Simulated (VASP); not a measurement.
# BeSe (F-43m) in VASP: notebook

One crystal, BeSe, is run at these levels: HSE06, r2SCAN, PBE-based screened hybrid; tasks: single point.

Everything below comes from runs of VASP 6.6.1. Logs are shortened: lines on timing, memory, paths and dates and some standing lists are left out, and cuts for length are marked.

### 1 Starting point

The structure is cubic, space group F-43m (No. 216). Conventional cell: a = 5.162 Å, b = 5.162 Å, c = 5.162 Å, α = 90.00°, β = 90.00°, γ = 90.00°. Be (site symmetry -43m) is surrounded by 4 Se at 2.24 Å. Se (site symmetry -43m) is surrounded by 4 Be at 2.24 Å.

The cell was built by a generator and needn't be a form met in nature.

### 2 Single point, HSE06

Contents of POSCAR:

```
BeSe
1.0
    0.0000000000      2.5810353763      2.5810353763
    2.5810353763      0.0000000000      2.5810353763
    2.5810353763      2.5810353763      0.0000000000
Be Se
1 1
Direct
    0.0000000000      0.0000000000      0.0000000000
    0.2500000000      0.2500000000      0.2500000000
```

Contents of INCAR.step1:

```
PREC     = Accurate       # precision mode
ENCUT    = 520            # plane-wave cutoff, eV
EDIFF    = 1E-5           # SCF threshold, eV
ISMEAR   = 0              # smearing method
SIGMA    = 0.01           # smearing width, eV
LREAL    = F              # projectors in reciprocal space
LASPH    = T              # aspherical terms in the spheres
NELM     = 100            # most SCF steps
ALGO     = Normal         # electronic algorithm
ISIF     = 2              # what is computed and relaxed
LWAVE    = T              # write WAVECAR
GGA      = PE             # functional
NBANDS   = 11             # bands
```

Contents of INCAR.step2:

```
PREC     = Accurate       # precision mode
ENCUT    = 520            # plane-wave cutoff, eV
EDIFF    = 1E-7           # SCF threshold, eV
ISMEAR   = 0              # smearing method
SIGMA    = 0.01           # smearing width, eV
LREAL    = F              # projectors in reciprocal space
LASPH    = T              # aspherical terms in the spheres
NELM     = 100            # most SCF steps
ALGO     = Normal         # electronic algorithm
ISIF     = 2              # what is computed and relaxed
LWAVE    = F              # write WAVECAR
LCHARG   = T              # write CHGCAR
GGA      = PE             # functional
LHFCALC  = T              # exact exchange
HFSCREEN = 0.2079         # screening, 1/A
PRECFOCK = Normal       
LELF     = T              # ELF
LVHAR    = T            
ISTART   = 1            
NBANDS   = 11             # bands
```

Contents of KPOINTS:

```
Automatic mesh
0
Gamma
  4 4 4
```

Potentials or basis: VASP PAW PBE potentials, release 64 (Be, Se).

Started as:

```
$ cat potpaw_PBE.64/Be/POTCAR potpaw_PBE.64/Se/POTCAR > POTCAR
$ cp INCAR.step1 INCAR
$ mpirun -np 1 vasp_std > vasp.out
$ cp INCAR.step2 INCAR
$ mpirun -np 1 vasp_std > vasp.out
```

OUTCAR:

```text
PREC = Accurate
   ENCUT = 520
   EDIFF = 1E-7
   ISMEAR = 0
   LREAL = F
   LASPH = T
   NELM = 100
   ISIF = 2
   GGA = PE
   LHFCALC = T
   HFSCREEN = 0.2079
   PRECFOCK = Normal
   ISTART = 1

 ion  position               nearest neighbor table
   1  0.000  0.000  0.000-   2 2.24   2 2.24   2 2.24   2 2.24
   2  0.250  0.250  0.250-   1 2.24   1 2.24   1 2.24   1 2.24

  LATTYP: Found a face centered cubic cell.
 ALAT       =     5.1620707526

  Lattice vectors:

 A1 = (   0.0000000000,   2.5810353763,   2.5810353763)
 A2 = (   2.5810353763,   0.0000000000,   2.5810353763)
 A3 = (   2.5810353763,   2.5810353763,   0.0000000000)

Analysis of symmetry for initial positions (statically):
=====================================================================
 Subroutine PRICEL returns:
 Original cell was already a primitive cell.

 Routine SETGRP: Setting up the symmetry group for a
 face centered cubic supercell.

 Subroutine GETGRP returns: Found 24 space group operations
 (whereof 24 operations were pure point group operations)
 out of a pool of 48 trial point group operations.

The static configuration has the point symmetry T_d .

Analysis of symmetry for dynamics (positions and initial velocities):
=====================================================================
 Subroutine PRICEL returns:
 Original cell was already a primitive cell.

 Routine SETGRP: Setting up the symmetry group for a
 face centered cubic supercell.

 Subroutine GETGRP returns: Found 24 space group operations
 (whereof 24 operations were pure point group operations)
 out of a pool of 48 trial point group operations.

The dynamic configuration has the point symmetry T_d .

 Subroutine INISYM returns: Found 24 space group operations
 (whereof 24 operations are pure point group operations),
 and found     1 'primitive' translations

----------------------------------------------------------------------------------------

                                     Primitive cell

  volume of cell :      34.3884

  direct lattice vectors                    reciprocal lattice vectors
     0.000000000  2.581035376  2.581035376    -0.193720708  0.193720708  0.193720708
     2.581035376  0.000000000  2.581035376     0.193720708 -0.193720708  0.193720708
     2.581035376  2.581035376  0.000000000     0.193720708  0.193720708 -0.193720708

  length of vectors
     3.650135234  3.650135234  3.650135234     0.335534108  0.335534108  0.335534108

  position of ions in fractional coordinates (direct lattice)
     0.000000000  0.000000000  0.000000000
     0.250000000  0.250000000  0.250000000

  ion indices of the primitive-cell ions
   primitive index   ion index
                 1           1
                 2           2

----------------------------------------------------------------------------------------

 KPOINTS: Automatic mesh

Automatic generation of k-mesh.
 Grid dimensions read from file:
 generate k-points for:    4    4    4

 Generating k-lattice:

  Cartesian coordinates                     Fractional coordinates (reciprocal lattice)
    -0.048430177  0.048430177  0.048430177     0.250000000  0.000000000  0.000000000
     0.048430177 -0.048430177  0.048430177     0.000000000  0.250000000  0.000000000
     0.048430177  0.048430177 -0.048430177     0.000000000  0.000000000  0.250000000

  Length of vectors
     0.083883527  0.083883527  0.083883527

  Shift w.r.t. Gamma in fractional coordinates (k-lattice)
     0.000000000  0.000000000  0.000000000

 Subroutine IBZKPT returns following result:
 ===========================================

 Found      8 irreducible k-points:

 Following reciprocal coordinates:
            Coordinates               Weight
  0.000000  0.000000  0.000000      1.000000
  0.250000  0.000000  0.000000      8.000000
  0.500000  0.000000  0.000000      4.000000
  0.250000  0.250000  0.000000      6.000000
  0.500000  0.250000  0.000000     24.000000
 -0.250000  0.250000  0.000000     12.000000
  0.500000  0.500000  0.000000      3.000000
 -0.250000  0.500000  0.250000      6.000000
   k-points           NKPTS =      8   k-points in BZ     NKDIM =     64   number of bands    NBANDS=     11
   number of dos      NEDOS =    301   number of ions     NIONS =      2
   total plane-waves  NPLWV =  21952
   dimension x,y,z NGX =    28 NGY =   28 NGZ =   28
   dimension x,y,z NGXF=    56 NGYF=   56 NGZF=   56
   ions per type =               1   1
   NGX,Y,Z   is equivalent  to a cutoff of  12.75, 12.75, 12.75 a.u.
   NGXF,Y,Z  is equivalent  to a cutoff of  25.51, 25.51, 25.51 a.u.
 SYSTEM =  unknown system
   PREC   = accura    normal or accurate (medium, high low for compatibility)
   ISTART =      1    job   : 0-new  1-cont  2-samecut
   ICHARG =      0    charge: 1-file 2-atom 10-const
   ISPIN  =      1    spin polarized calculation?
   LNONCOLLINEAR =      F non collinear calculations
   LSORBIT =      F    spin-orbit coupling
[... 57 lines left out ...]

  energy without entropy =      -10.06861065  energy(sigma->0) =      -10.06861065

 E-fermi :   2.7122     XC(G=0):  -7.8107

 val. band max:        2.6691844824   @ k =   0.0000   0.0000   0.0000
 cond. band min:       6.1780567023   @ k =   0.5000   0.5000   0.0000
 fundamental gap:      3.5088722199
 Fermi energy:         2.7121584596

 k-point     1 :       0.0000    0.0000    0.0000
  band No.  band energies     occupation
      1     -12.3427      2.00000
      2       2.6692      2.00000
      3       2.6692      2.00000
      4       2.6692      2.00000
      5       8.0655      0.00000
      6       8.7558      0.00000
      7       8.7558      0.00000
      8       8.7558      0.00000
      9      15.9280      0.00000
     10      16.4165      0.00000
     11      16.4165      0.00000

 k-point     2 :       0.2500    0.0000    0.0000
  band No.  band energies     occupation
      1     -11.7144      2.00000
      2      -0.9560      2.00000
      3       2.0157      2.00000
      4       2.0158      2.00000
      5       8.1692      0.00000
      6       9.6874      0.00000
      7       9.6874      0.00000
      8      12.1922      0.00000
      9      15.1205      0.00000
     10      15.1205      0.00000
     11      15.9425      0.00000

 k-point     3 :       0.5000    0.0000    0.0000
  band No.  band energies     occupation
      1     -10.8591      2.00000
      2      -3.4997      2.00000
      3       1.5274      2.00000
      4       1.5274      2.00000
      5       7.9940      0.00000
      6       9.7242      0.00000
      7       9.7242      0.00000
      8      13.8530      0.00000
      9      17.5205      0.00000
     10      18.3395      0.00000
     11      18.3395      0.00000

 k-point     4 :       0.2500    0.2500    0.0000
  band No.  band energies     occupation
      1     -11.5036      2.00000
      2      -0.4656      2.00000
      3       0.9394      2.00000
      4       0.9394      2.00000
      5       7.4018      0.00000
      6       9.4835      0.00000
      7      11.9037      0.00000
      8      11.9037      0.00000
      9      13.9852      0.00000
     10      17.7642      0.00000
     11      18.3228      0.00000

 k-point     5 :       0.5000    0.2500    0.0000
  band No.  band energies     occupation
      1     -10.6325      2.00000
      2      -2.6314      2.00000
      3      -0.4851      2.00000
      4       0.5541      2.00000
      5       7.7064      0.00000
      6      10.8721      0.00000
      7      11.9676      0.00000
      8      12.4065      0.00000
      9      16.6762      0.00000
     10      18.5320      0.00000
     11      19.0047      0.00000

 k-point     6 :      -0.2500    0.2500    0.0000
  band No.  band energies     occupation
      1     -10.9300      2.00000
      2      -2.1271      2.00000
      3      -0.6697      2.00000
      4       1.4545      2.00000
      5       8.7715      0.00000
      6      10.9571      0.00000
      7      11.3079      0.00000
      8      12.1604      0.00000
      9      14.2612      0.00000
     10      16.2273      0.00000
     11      19.3346      0.00000

 k-point     7 :       0.5000    0.5000    0.0000
  band No.  band energies     occupation
      1     -10.3478      2.00000
      2      -2.8491      2.00000
      3      -0.1659      2.00000
      4      -0.1659      2.00000
      5       6.1781      0.00000
      6       7.8026      0.00000
      7      15.8739      0.00000
      8      15.8739      0.00000
      9      18.7139      0.00000
     10      18.9587      0.00000
     11      20.3438      0.00000

 k-point     8 :      -0.2500    0.5000    0.2500
  band No.  band energies     occupation
      1     -10.3102      2.00000
      2      -2.1346      2.00000
      3      -1.3812      2.00000
      4      -0.8020      2.00000
      5       9.7769      0.00000
      6      11.0243      0.00000
      7      11.1443      0.00000
      8      11.8735      0.00000
      9      17.4673      0.00000
     10      17.7065      0.00000
     11      20.1795      0.00000

------------------------ aborting loop because EDIFF is reached ----------------------------------------

  FORCE on cell =-STRESS in cart. coord.  units (eV):
  Direction    XX          YY          ZZ          XY          YZ          ZX
  --------------------------------------------------------------------------------------
  -------------------------------------------------------------------------------------
  Total       -0.0763825     -0.0763825     -0.0763825      0.0000000      0.0000000      0.0000000
  in kB       -3.5587121     -3.5587121     -3.5587121      0.0000000      0.0000000      0.0000000
  external PRESSURE =      -3.5587121 kB  Pullay stress =       0.0000000 kB

 VOLUME and BASIS-vectors are now :
 -----------------------------------------------------------------------------
  energy-cutoff  :      520.00
  volume of cell :       34.39
      direct lattice vectors                 reciprocal lattice vectors
     0.000000000  2.581035376  2.581035376    -0.193720708  0.193720708  0.193720708
     2.581035376  0.000000000  2.581035376     0.193720708 -0.193720708  0.193720708
     2.581035376  2.581035376  0.000000000     0.193720708  0.193720708 -0.193720708

 POSITION                                       TOTAL-FORCE (eV/Angst)
 -----------------------------------------------------------------------------------
      0.00000      0.00000      0.00000         0.000000      0.000000      0.000000
      1.29052      1.29052      1.29052        -0.000000     -0.000000     -0.000000
 -----------------------------------------------------------------------------------
    total drift:                                0.000000     -0.000000     -0.000000

  FREE ENERGIE OF THE ION-ELECTRON SYSTEM (eV)
  ---------------------------------------------------
  free  energy   TOTEN  =       -10.0686106529 eV

  energy  without entropy=      -10.0686106529  energy(sigma->0) =      -10.06861065
```

It took 66 s on 1 thread of Intel Xeon 6975P-C (Granite Rapids), shared host; peak memory 0.26 GiB.

Results:

```yaml
Free_energy: -10.0686 eV
Pressure: -0.4 GPa
Band_gap_on_the_k_mesh: 3.51 eV, indirect (least direct gap 5.40 eV)
```

Caveat: the k mesh is coarse (spacing up to 0.53 Å⁻¹), so the values aren't converged, least of all with exact exchange; the PAW data sets were made with another functional, which shifts forces and pressure a little.

### 3 Single point, r2SCAN

POSCAR is that of step 2.

Contents of INCAR.step1:

```
SYSTEM = BeSe
PREC = Accurate
ENCUT = 520
ISMEAR = 0
SIGMA = 0.01
LREAL = .False.
LASPH = .True.
NELM = 60
NBANDS = 11
GGA = PE
ALGO = Normal
EDIFF = 1E-4
LWAVE = .True.
LCHARG = .False.
```

Contents of INCAR.step2:

```
SYSTEM = BeSe
PREC = Accurate
ENCUT = 520
EDIFF = 1E-6
ISMEAR = 0
SIGMA = 0.01
LREAL = .False.
LASPH = .True.
NELM = 60
ALGO = Normal
ISIF = 2
LWAVE = .False.
LCHARG = .False.
METAGGA = R2SCAN
LMIXTAU = .True.
NBANDS = 11
ISTART = 1
```

Contents of KPOINTS:

```
regular mesh
0
Gamma
  6 6 6
  0 0 0
```

Potentials or basis: VASP PAW PBE potentials, release 64 (Be, Se).

Started as:

```
$ cat potpaw_PBE.64/Be/POTCAR potpaw_PBE.64/Se/POTCAR > POTCAR
$ cp INCAR.step1 INCAR
$ mpirun -np 1 vasp_std > vasp.out
$ cp INCAR.step2 INCAR
$ mpirun -np 1 vasp_std > vasp.out
```

Run time: 20 s. Hardware: 1 thread of Intel Xeon 6975P-C (Granite Rapids), shared host; peak memory 0.16 GiB.

The run converged. Its results:

```yaml
Free_energy: -20.5253 eV
Pressure: 0.3 GPa
Band_gap_on_the_k_mesh: 3.12 eV, indirect (least direct gap 5.04 eV)
```

Levels at points of the mesh, in eV from the valence-band top:
| k point | band 1 | band 2 | band 3 | band 4 | band 5 | band 6 | band 7 | band 8 | band 9 |
| --- | --- | --- | --- | --- | --- | --- | --- | --- | --- |
| (0.00, 0.00, 0.00) | -14.26 | 0.00 | 0.00 | 0.00 | 5.04 | 5.59 | 5.59 | 5.59 | 12.92 |
| (0.50, 0.00, 0.00) | -12.87 | -5.80 | -1.08 | -1.08 | 4.91 | 6.55 | 6.55 | 10.77 | 14.45 |
| (0.50, 0.50, 0.00) | -12.39 | -5.18 | -2.68 | -2.68 | 3.12 | 4.68 | 12.67 | 12.67 | 15.61 |

Caveat: the PAW data sets were made with another functional, which shifts forces and pressure a little. A k mesh can miss the band edges.

### 4 Single point, PBE-based screened hybrid

POSCAR is that of step 3.

Contents of INCAR.step1:

```
PREC = Accurate
ENCUT = 520
EDIFF = 1E-5
ISMEAR = 0
SIGMA = 0.01
LREAL = False
LASPH = True
NELM = 100
ALGO = Normal
ISIF = 2
LWAVE = True
LCHARG = False
NBANDS = 11
GGA = PE
```

Contents of INCAR.step2:

```
PREC = Accurate
ENCUT = 520
EDIFF = 1E-6
ISMEAR = 0
SIGMA = 0.01
LREAL = False
LASPH = True
NELM = 100
ALGO = Normal
ISIF = 2
LWAVE = False
LCHARG = False
GGA = PE
LHFCALC = True
AEXX = 0.5
HFSCREEN = 0.3
PRECFOCK = Normal
NBANDS = 11
ISTART = 1
```

Contents of KPOINTS:

```
Automatic mesh
0
Gamma
  4 4 4
```

Started as:

```
$ cat potpaw_PBE.64/Be/POTCAR potpaw_PBE.64/Se/POTCAR > POTCAR
$ cp INCAR.step1 INCAR
$ mpirun -np 1 vasp_std > vasp.out
$ cp INCAR.step2 INCAR
$ mpirun -np 1 vasp_std > vasp.out
```

Run time: 75 s. Hardware: 1 thread of Intel Xeon 6975P-C (Granite Rapids), shared host; peak memory 0.26 GiB.

It converged, with:

| Item | Value |
| --- | --- |
| Free energy | -10.9571 eV |
| Pressure | -1.7 GPa |
| Band gap on the k mesh | 4.03 eV, indirect (least direct gap 6.14 eV) |

Levels at points of the mesh, in eV from the valence-band top:
| k point | band 2 | band 3 | band 4 | band 5 | band 6 | band 7 |
| --- | --- | --- | --- | --- | --- | --- |
| (0.00, 0.00, 0.00) | 0.00 | 0.00 | 0.00 | 6.14 | 6.77 | 6.77 |
| (0.50, 0.00, 0.00) | -6.50 | -1.19 | -1.19 | 5.97 | 7.74 | 7.74 |
| (0.50, 0.50, 0.00) | -5.84 | -2.96 | -2.96 | 4.03 | 5.68 | 14.28 |

Caveat: the k mesh is coarse (spacing up to 0.53 Å⁻¹), so the values aren't converged; the PAW data sets were made with another functional, which shifts forces and pressure a little. A k mesh can miss the band edges.

### 5 Single point, PBE-based screened hybrid

POSCAR is that of step 4.

Contents of INCAR.step1:

```
SYSTEM = BeSe
ALGO = Normal
EDIFF = 1E-5
ENCUT = 520
GGA = PE
ISIF = 2
ISMEAR = 0
LASPH = .TRUE.
LCHARG = .FALSE.
LREAL = .FALSE.
LWAVE = .TRUE.
NBANDS = 11
NELM = 100
PREC = Accurate
SIGMA = 0.01
```

Contents of INCAR.step2:

```
SYSTEM = BeSe
AEXX = 0.4
ALGO = Normal
EDIFF = 1E-7
ENCUT = 520
GGA = PE
HFSCREEN = 0.5
ISIF = 2
ISMEAR = 0
ISTART = 1
LASPH = .TRUE.
LCHARG = .FALSE.
LHFCALC = .TRUE.
LREAL = .FALSE.
LWAVE = .FALSE.
NBANDS = 11
NELM = 100
PREC = Accurate
PRECFOCK = Normal
SIGMA = 0.01
```

Contents of KPOINTS:

```
k-points
0
G
  4 4 4
  0 0 0
```

Started as:

```
$ cat potpaw_PBE.64/Be/POTCAR potpaw_PBE.64/Se/POTCAR > POTCAR
$ cp INCAR.step1 INCAR
$ mpirun -np 1 vasp_std > vasp.out
$ cp INCAR.step2 INCAR
$ mpirun -np 1 vasp_std > vasp.out
```

Wall time 77 s (1 thread of Intel Xeon 6975P-C (Granite Rapids), shared host); peak memory 0.26 GiB.

It converged, with:

| Item | Value |
| --- | --- |
| Free energy | -9.9250 eV |
| Pressure | -0.5 GPa |
| Band gap on the k mesh | 3.31 eV, indirect (least direct gap 5.25 eV) |

Levels at points of the mesh, in eV from the valence-band top:
```tsv
k point	band 2	band 3	band 4	band 5	band 6	band 7
(0.00, 0.00, 0.00)	0.00	0.00	0.00	5.25	5.88	5.88
(0.50, 0.00, 0.00)	-6.07	-1.12	-1.12	5.12	6.84	6.84
(0.50, 0.50, 0.00)	-5.45	-2.79	-2.79	3.31	4.89	13.04
```

Caveat: the k mesh is coarse (spacing up to 0.53 Å⁻¹), so the values aren't converged; the PAW data sets were made with another functional, which shifts forces and pressure a little. A k mesh can miss the band edges.

### 6 Summary

```tsv
level	k mesh	exchange at q = 0	grid for exact exchange (PRECFOCK)	screening parameter	share of exact exchange	mesh quality	gap on the mesh (eV)	pressure (GPa)
HSE06	4 × 4 × 4	truncated	Normal	0.2079 1/A	-	coarse	3.51	-0.4
r2SCAN	6 × 6 × 6	-	-	-	-	not flagged	3.12	0.3
PBE-based screened hybrid	4 × 4 × 4	truncated	Normal	0.3	0.5	coarse	4.03	-1.7
PBE-based screened hybrid	4 × 4 × 4	truncated	Normal	0.5	0.4	coarse	3.31	-0.5
```

Alike in all rows: task single point; potentials or basis VASP PAW PBE potentials, release 64 (Be, Se); no spin polarisation; cell as given; cutoff (eV) 520; smearing gaussian 0.01 eV.

Caveats: some runs use coarse meshes; the PAW data sets were made with another functional, which shifts forces and pressure a little.

Absolute energies hang on the potentials; compare differences alone.
